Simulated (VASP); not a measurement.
# ZnSe (P4/nmm) in VASP: further runs

One crystal, ZnSe, is run at these levels: LDA; tasks: relaxation of cell and atoms.

Program: VASP 6.6.1. These are calculated values, not measurements. Logs are shortened: lines on timing, memory, paths and dates and some standing lists are left out, and cuts for length are marked.

## (1) The crystal as given

It takes space group P4/nmm (No. 129, tetragonal). The conventional cell has a = 4.108 Å, b = 4.108 Å, c = 6.070 Å, α = 90.00°, β = 90.00°, γ = 90.00°. Se (site symmetry 4mm) has 4 Zn at 2.54 Å as nearest neighbours. Zn (site symmetry -4m2) is surrounded by 4 Se at 2.54 Å and 4 Zn at 2.90 Å.

Measurements of this composition are mostly on another form, of space group No. 216.

## (2) Relaxation of cell and atoms, LDA, target pressure 2 GPa, at which the enthalpy is minimised

INCAR reads:

```
SYSTEM = ZnSe
ALGO     = Normal         ! electronic algorithm
EDIFF    = 1E-6           ! SCF threshold, eV
EDIFFG   = -0.01          ! ionic threshold
ENCUT    = 600            ! plane-wave cutoff, eV
IBRION   = 2              ! ionic algorithm
ISIF     = 3              ! what is computed and relaxed
ISMEAR   = -1             ! smearing method
LASPH    = .True.         ! aspherical terms in the spheres
LCHARG   = .False.        ! write CHGCAR
LREAL    = .False.        ! projectors in reciprocal space
LWAVE    = .False.        ! write WAVECAR
NELM     = 80             ! most SCF steps
NSW      = 40             ! ionic steps
PREC     = Accurate       ! precision mode
PSTRESS  = 20           
SIGMA    = 0.05           ! smearing width, eV
```

KPOINTS reads:

```
k-points
0
Gamma
  5 5 4
  0 0 0
```

POSCAR reads:

```
ZnSe
1.0
    4.1077020000      0.0000000000      0.0000000000
    0.0000000000      4.1077020000      0.0000000000
    0.0000000000      0.0000000000      6.0703500000
Se Zn
2 2
Direct
    0.5000000000      0.0000000000      0.7537200000
    0.0000000000      0.5000000000      0.2462800000
    0.5000000000      0.5000000000      0.0000000000
    0.0000000000      0.0000000000      0.0000000000
```

Potentials or basis: VASP PAW LDA potentials, release 64 (Se, Zn).

The run is started by

```console
$ cat potpaw_LDA.64/Se/POTCAR potpaw_LDA.64/Zn/POTCAR > POTCAR
$ mpirun -np 1 vasp_std > vasp.out
```

OUTCAR:

```text
SYSTEM = ZnSe
   EDIFF = 1E-6
   EDIFFG = -0.01
   ENCUT = 600
   IBRION = 2
   ISIF = 3
   ISMEAR = -1
   LASPH = .True.
   LREAL = .False.
   NELM = 80
   NSW = 40
   PREC = Accurate
   PSTRESS = 20

 ion  position               nearest neighbor table
   1  0.500  0.000  0.754-   3 2.54   4 2.54   3 2.54   4 2.54
   2  0.000  0.500  0.246-   3 2.54   4 2.54   4 2.54   3 2.54
   3  0.500  0.500  0.000-   1 2.54   2 2.54   1 2.54   2 2.54   4 2.90   4 2.90   4 2.90   4 2.90

   4  0.000  0.000  0.000-   1 2.54   2 2.54   2 2.54   1 2.54   3 2.90   3 2.90   3 2.90   3 2.90

  LATTYP: Found a simple tetragonal cell.
 ALAT       =     4.1077020000
 C/A-ratio  =     1.4777970749

  Lattice vectors:

 A1 = (   4.1077020000,   0.0000000000,   0.0000000000)
 A2 = (   0.0000000000,   4.1077020000,   0.0000000000)
 A3 = (   0.0000000000,   0.0000000000,   6.0703500000)

Analysis of symmetry for initial positions (statically):
=====================================================================
 Subroutine PRICEL returns:
 Original cell was already a primitive cell.

 Routine SETGRP: Setting up the symmetry group for a
 simple tetragonal supercell.

 Subroutine GETGRP returns: Found 16 space group operations
 (whereof  8 operations were pure point group operations)
 out of a pool of 16 trial point group operations.

The static configuration has the point symmetry D_2d.
 The point group associated with its full space group is D_4h.

Analysis of symmetry for dynamics (positions and initial velocities):
=====================================================================
 Subroutine PRICEL returns:
 Original cell was already a primitive cell.

 Routine SETGRP: Setting up the symmetry group for a
 simple tetragonal supercell.

 Subroutine GETGRP returns: Found 16 space group operations
 (whereof  8 operations were pure point group operations)
 out of a pool of 16 trial point group operations.

The dynamic configuration has the point symmetry D_2d.
 The point group associated with its full space group is D_4h.

 Subroutine INISYM returns: Found 16 space group operations
 (whereof  8 operations are pure point group operations),
 and found     1 'primitive' translations

----------------------------------------------------------------------------------------

                                     Primitive cell

  volume of cell :     102.4263

  direct lattice vectors                    reciprocal lattice vectors
     4.107702000  0.000000000  0.000000000     0.243445118  0.000000000  0.000000000
     0.000000000  4.107702000  0.000000000     0.000000000  0.243445118  0.000000000
     0.000000000  0.000000000  6.070350000     0.000000000  0.000000000  0.164735147

  length of vectors
     4.107702000  4.107702000  6.070350000     0.243445118  0.243445118  0.164735147

  position of ions in fractional coordinates (direct lattice)
     0.500000000  0.000000000  0.753720000
     0.000000000  0.500000000  0.246280000
     0.500000000  0.500000000  0.000000000
     0.000000000  0.000000000  0.000000000

  ion indices of the primitive-cell ions
   primitive index   ion index
                 1           1
                 2           2
                 3           3
                 4           4

----------------------------------------------------------------------------------------

 KPOINTS: k-points

Automatic generation of k-mesh.
 Grid dimensions read from file:
 generate k-points for:    5    5    4

 Generating k-lattice:

  Cartesian coordinates                     Fractional coordinates (reciprocal lattice)
     0.048689024  0.000000000  0.000000000     0.200000000  0.000000000  0.000000000
     0.000000000  0.048689024  0.000000000     0.000000000  0.200000000  0.000000000
     0.000000000  0.000000000  0.041183787     0.000000000  0.000000000  0.250000000

  Length of vectors
     0.048689024  0.048689024  0.041183787

  Shift w.r.t. Gamma in fractional coordinates (k-lattice)
     0.000000000  0.000000000  0.000000000

 Subroutine IBZKPT returns following result:
 ===========================================

 Found     18 irreducible k-points:

 Following reciprocal coordinates:
            Coordinates               Weight
  0.000000  0.000000  0.000000      1.000000
  0.200000  0.000000  0.000000      4.000000
  0.400000  0.000000  0.000000      4.000000
  0.200000  0.200000  0.000000      4.000000
  0.400000  0.200000  0.000000      8.000000
  0.400000  0.400000  0.000000      4.000000
[... 10 lines left out ...]
  0.400000  0.200000  0.500000      8.000000
  0.400000  0.400000  0.500000      4.000000
   k-points           NKPTS =     18   k-points in BZ     NKDIM =     18   number of bands    NBANDS=     22
   number of dos      NEDOS =    301   number of ions     NIONS =      4
   total plane-waves  NPLWV =  62208
   dimension x,y,z NGX =    36 NGY =   36 NGZ =   48
   dimension x,y,z NGXF=    72 NGYF=   72 NGZF=   96
   ions per type =               2   2
   NGX,Y,Z   is equivalent  to a cutoff of  14.57, 14.57, 13.15 a.u.
   NGXF,Y,Z  is equivalent  to a cutoff of  29.14, 29.14, 26.29 a.u.
 SYSTEM =  ZnSe
   PREC   = accura    normal or accurate (medium, high low for compatibility)
   ISTART =      0    job   : 0-new  1-cont  2-samecut
   ICHARG =      2    charge: 1-file 2-atom 10-const
   ISPIN  =      1    spin polarized calculation?
   LNONCOLLINEAR =      F non collinear calculations
   LSORBIT =      F    spin-orbit coupling
   LASPH  =      T    aspherical Exc in radial PAW
   ENCUT  =  600.0 eV  44.10 Ry    6.64 a.u.   8.20  8.20 12.12*2*pi/ulx,y,z
   NELM   =     80;   NELMIN=  2; NELMDL= -5     # of ELM steps
   EDIFF  = 0.1E-05   stopping-criterion for ELM
   LREAL  =      F    real-space projection
   EDIFFG = -.1E-01   stopping-criterion for IOM
   NSW    =     40    number of steps for IOM
   IBRION =      2    ionic relax: 0-MD 1-quasi-New 2-CG
   NFREE  =      1    steps in history (QN), initial steepest desc. (CG)
   ISIF   =      3    stress and relaxation
   ISYM   =      2    0-nonsym 1-usesym 2-fastsym
   POTIM  = 0.5000    time-step for ionic-motion
   TEBEG  =    0.0;   TEEND  =   0.0 temperature during run
   PSTRESS=   20.0 pullay stress
   NELECT =      36.0000    total number of electrons
   NUPDOWN=      -1.0000    fix difference up-down
   EMIN   =  10.00;   EMAX   =-10.00  energy-range for DOS
   EFERMI =   0.00;   METHOD = LEGACY
   ISMEAR =    -1;   SIGMA  =   0.05  broadening in eV -4-tet -1-fermi 0-gaus
   EFERMI_NEDOS =   21; number of points for ismear=-14 and -15
   IALGO  =     38    algorithm
   IMIX   =      4    mixing-type and parameters
     AMIX     =   0.40;   BMIX     =  1.00
     AMIX_MAG =   1.60;   BMIX_MAG =  1.00
  volume/ion in A,a.u.               =      25.61       172.80
  Fermi-wavevector in a.u.,A,eV,Ry     =   1.155328  2.183253 18.160809  1.334782
  Thomas-Fermi vector in A             =   2.291957
   LORBIT       =      0    0 simple, 1 ext, 2 COOP (PROOUT), +10 PAW based schemes
   GGA     = CA    functional components
   LHFCALC =     F    Hartree Fock is set to
   AEXX    =    0.0000 exact exchange contribution
   IVDW    =     0    specifies the selected vdW correction
   LEPSILON=     F    determine dielectric tensor
   LRPA    =     F    only Hartree local field effects (RPA)
 conjugate gradient relaxation of ions
 non-spin polarized calculation
  energy-cutoff  :      600.00
  volume of cell :      102.43
 maximum number of plane-waves:      3440
 NGX is ok and might be reduce to    36
   NGX = 17   NGY = 17   NGZ = 25

--------------------------------------- Ionic step        1  -------------------------------------------

 number of electron      35.9999992 magnetization

 Free energy of the ion-electron system (eV)
  ---------------------------------------------------
  ext. energy  EPLUGINS =         0.00000000
  ---------------------------------------------------
  free energy    TOTEN  =       -13.82819932 eV

  energy without entropy =      -13.82819931  energy(sigma->0) =      -13.82819932

------------------------ aborting loop because EDIFF is reached ----------------------------------------

  FORCE on cell =-STRESS in cart. coord.  units (eV):
  Direction    XX          YY          ZZ          XY          YZ          ZX
  --------------------------------------------------------------------------------------
  -------------------------------------------------------------------------------------
  Total       -3.0092766     -3.0092766     -2.5706656      0.0000000      0.0000000     -0.0000000
  in kB      -47.0718316    -47.0718316    -40.2109723      0.0000000      0.0000000     -0.0000000
  external PRESSURE =     -64.7848785 kB  Pullay stress =      20.0000000 kB
[... 99 lines left out ...]
  FREE ENERGIE OF THE ION-ELECTRON SYSTEM (eV)
  ---------------------------------------------------
  free  energy   TOTEN  =       -13.9322299644 eV

  energy  without entropy=      -13.9322299637  energy(sigma->0) =      -13.93222996

  enthalpy is  TOTEN    =       -12.7723976023 eV   P V=        1.1598323621

 E-fermi :   2.9843     XC(G=0):  -9.9307

 val. band max:        2.1341833646   @ k =   0.0000   0.0000   0.0000
 cond. band min:       3.7827436400   @ k =   0.0000   0.0000   0.0000
 fundamental gap:      1.6485602754
 Fermi energy:         2.9842969508

 k-point     1 :       0.0000    0.0000    0.0000
  band No.  band energies     occupation
      1     -11.7956      2.00000
      2     -10.5417      2.00000
      3      -5.5445      2.00000
      4      -5.4881      2.00000
      5      -5.3145      2.00000
      6      -5.3041      2.00000
[... 424 lines left out ...]
      6      -4.9728      2.00000
[... 14 lines left out ...]
     21       6.6274      0.00000
     22       6.9568      0.00000

[... ionic steps 4 to 14 ...]

--------------------------------------- Ionic step       15  -------------------------------------------

 number of electron      36.0000020 magnetization

------------------------ aborting loop because EDIFF is reached ----------------------------------------

  FORCE on cell =-STRESS in cart. coord.  units (eV):
  Direction    XX          YY          ZZ          XY          YZ          ZX
  --------------------------------------------------------------------------------------
  -------------------------------------------------------------------------------------
  Total        1.0492293      1.0492293      0.8972120      0.0000000      0.0000000      0.0000000
  in kB       21.5562992     21.5562992     18.4331207      0.0000000      0.0000000      0.0000000
  external PRESSURE =       0.5152397 kB  Pullay stress =      20.0000000 kB
[... 65 lines left out ...]
  enthalpy is  TOTEN    =       -13.0107377128 eV   P V=        0.9732826895

--------------------------------------- Ionic step       17  -------------------------------------------

 number of electron      36.0000021 magnetization

 Free energy of the ion-electron system (eV)
  ---------------------------------------------------
  ext. energy  EPLUGINS =         0.00000000
  ---------------------------------------------------
  free energy    TOTEN  =       -13.98855802 eV

  energy without entropy =      -13.98855787  energy(sigma->0) =      -13.98855794

 E-fermi :   3.7032     XC(G=0): -10.4956

 val. band max:        3.0612332083   @ k =   0.0000   0.0000   0.0000
 cond. band min:       4.3111014172   @ k =   0.0000   0.0000   0.0000
 fundamental gap:      1.2498682089
 Fermi energy:         3.7031738541

 k-point     1 :       0.0000    0.0000    0.0000
  band No.  band energies     occupation
      1     -11.1832      2.00000
      2      -9.4420      2.00000
      3      -4.6291      2.00000
      4      -4.5332      2.00000
      5      -4.4156      2.00000
      6      -4.4156      2.00000
[... 470 lines left out ...]
  FREE ENERGIE OF THE ION-ELECTRON SYSTEM (eV)
  ---------------------------------------------------
  free  energy   TOTEN  =       -13.9885580151 eV

  energy  without entropy=      -13.9885578678  energy(sigma->0) =      -13.98855794

  enthalpy is  TOTEN    =       -13.0115869643 eV   P V=        0.9769710508

 reached required accuracy - stopping structural energy minimisation
```

Wall time 5.5 min (1 thread of Intel Xeon Platinum 8375C at 2.90GHz (Ice Lake), shared host); peak memory 0.23 GiB.

Results:

```
Free energy                                            : -13.9886 eV
Relaxed volume                                         : 19.57 Å³/atom
Relaxed cell                                           : a = 3.981 Å, b = 3.981 Å, c = 4.938 Å, α = 90.00°, β = 90.00°, γ = 90.00°
Space group after relaxing (to 0.05 Å)                 : P4/nmm (No. 129)
Energy change on relaxing (the enthalpy is what falls) : -40.1 meV/atom
Ionic steps                                            : 17
Pressure after relaxing                                : 2.0 GPa
Largest force after relaxing                           : 0.010 eV/Å
Band gap on the k mesh                                 : 1.25 eV, direct
```

Forces on the atoms (eV/Å):
```
Se   0.000  0.000  0.010
Se   0.000  0.000 -0.010
Zn   0.000  0.000  0.000
Zn   0.000  0.000  0.000
```

The path:
```csv
step,energy change (eV),largest force (eV/Å),pressure (GPa),volume (Å³)
1,0.0000,0.5815,-4.48,102.43
2,0.0424,1.4919,6.61,87.83
3,-0.1040,0.6108,1.57,92.91
4,-0.1187,0.5122,1.66,91.45
5,-0.1262,0.2111,1.79,87.46
6,0.0429,0.4878,2.90,79.81
7,-0.1118,0.0953,2.03,85.76
8,-0.1338,0.0540,1.79,84.50
9,-0.1657,0.0621,1.68,80.52
10,0.0296,0.4266,4.98,71.77
11,-0.1569,0.1409,2.93,78.54
12,-0.1289,0.0238,3.32,76.34
13,-0.1435,0.0809,3.19,77.25
14,-0.1445,0.5790,-1.63,80.77
15,-0.1560,0.0711,2.05,77.98
16,-0.1558,0.0680,2.09,77.97
17,-0.1604,0.0096,2.01,78.26
```

Final structure:
```cif
data_structure
_symmetry_space_group_name_H-M 'P 1'
_symmetry_Int_Tables_number 1
_cell_length_a 3.9813
_cell_length_b 3.9813
_cell_length_c 4.9376
_cell_angle_alpha 90.000
_cell_angle_beta 90.000
_cell_angle_gamma 90.000
_cell_volume 78.26
loop_
_atom_site_label
_atom_site_type_symbol
_atom_site_fract_x
_atom_site_fract_y
_atom_site_fract_z
_atom_site_occupancy
Se1 Se 0.50000 0.00000 0.70420 1
Se2 Se 0.00000 0.50000 0.29580 1
Zn1 Zn 0.50000 0.50000 0.00000 1
Zn2 Zn 0.00000 0.00000 0.00000 1
```

Caveat: the cell is relaxed towards a set pressure, so the enthalpy falls and the energy may rise; the volume moved by over 15 % at a fixed basis, so the end points are rough; an odd mesh through Γ misses points on the zone boundary, where band edges often lie.

## (3) Relaxation of cell and atoms, LDA, target pressure 5 GPa, at which the enthalpy is minimised

INCAR, as its differences from that of step 2:

```diff
@@ -15,3 +15,3 @@
 PREC     = Accurate       ! precision mode
-PSTRESS  = 20           
+PSTRESS  = 50           
 SIGMA    = 0.05           ! smearing width, eV
```

KPOINTS is that of step 2.

POSCAR is that of step 2.

Potentials or basis: VASP PAW LDA potentials, release 64 (Se, Zn).

The run is started by

```console
$ cat potpaw_LDA.64/Se/POTCAR potpaw_LDA.64/Zn/POTCAR > POTCAR
$ mpirun -np 1 vasp_std > vasp.out
```

It took 7.6 min on 1 thread of Intel Xeon Platinum 8375C at 2.90GHz (Ice Lake), shared host; peak memory 0.22 GiB.

Results (log left out):

```yaml
Free_energy: -13.8949 eV
Relaxed_volume: 18.46 Å³/atom
Relaxed_cell: a = 3.966 Å, b = 3.966 Å, c = 4.695 Å, α = 90.00°, β = 90.00°, γ = 90.00°
Space_group_after_relaxing_to_0.05_Å: P4/nmm (No. 129)
Energy_change_on_relaxing_the_enthalpy_is_what_falls: -16.7 meV/atom
Ionic_steps: 18
Pressure_after_relaxing: 5.0 GPa
Largest_force_after_relaxing: 0.008 eV/Å
Band_gap_on_the_k_mesh: 0.95 eV, direct
```

Forces on the atoms (eV/Å):
```
Se   0.000  0.000 -0.008
Se   0.000  0.000  0.008
Zn   0.000  0.000  0.000
Zn   0.000  0.000  0.000
```

The path:
| step | energy change (eV) | largest force (eV/Å) | pressure (GPa) | volume (Å³) |
| --- | --- | --- | --- | --- |
| 1 | 0.0000 | 0.5815 | -4.48 | 102.43 |
| 2 | 0.4435 | 2.7099 | 14.47 | 81.57 |
| 3 | -0.0432 | 1.0910 | 4.38 | 89.47 |
| 4 | -0.0697 | 0.8984 | 4.46 | 87.08 |
| 5 | -0.0298 | 0.2484 | 4.98 | 80.14 |
| 6 | 0.0342 | 0.0107 | 5.55 | 77.83 |
| 7 | -0.0139 | 0.1440 | 4.98 | 76.33 |
| 8 | -0.0214 | 0.3441 | 4.92 | 74.20 |
| 9 | 0.1808 | 0.8189 | 7.19 | 69.35 |
| 10 | -0.0066 | 0.3154 | 5.68 | 73.00 |
| 11 | -0.0821 | 0.0138 | 4.85 | 74.63 |
| 12 | -0.0914 | 0.0359 | 4.71 | 74.91 |
| 13 | -0.0746 | 0.1170 | 5.45 | 74.29 |
| 14 | -0.0682 | 0.1450 | 5.69 | 74.08 |
| 15 | -0.0687 | 0.1311 | 5.60 | 74.06 |
| 16 | -0.0693 | 0.0924 | 5.31 | 74.00 |
| 17 | -0.0671 | 0.0146 | 4.82 | 73.85 |
| 18 | -0.0667 | 0.0085 | 5.02 | 73.84 |

Final structure:
```xyz
4
Lattice="3.9658 0.0000 0.0000 0.0000 3.9658 0.0000 0.0000 0.0000 4.6952" Properties=species:S:1:pos:R:3 pbc="T T T"
Se    1.9829    0.0000    3.2515
Se    0.0000    1.9829    1.4437
Zn    1.9829    1.9829    0.0000
Zn    0.0000    0.0000    0.0000
```

Levels at points of the mesh, in eV from the valence-band top:
| k point | band 15 | band 16 | band 17 | band 18 | band 19 | band 20 | band 21 | band 22 |
| --- | --- | --- | --- | --- | --- | --- | --- | --- |
| (0.00, 0.00, 0.00) | -3.68 | -1.00 | 0.00 | 0.00 | 0.95 | 1.42 | 2.58 | 5.07 |
| (0.00, 0.00, 0.50) | -2.56 | -2.02 | -1.71 | -1.71 | 1.76 | 3.40 | 3.73 | 5.15 |

Caveat: the cell is relaxed towards a set pressure, so the enthalpy falls and the energy may rise; the volume moved by over 15 % at a fixed basis, so the end points are rough; an odd mesh through Γ misses points on the zone boundary, where band edges often lie. Expect the measured gap to be larger: semilocal functionals such as LDA lack the derivative discontinuity.

(Part 1 of 3 ends here.)
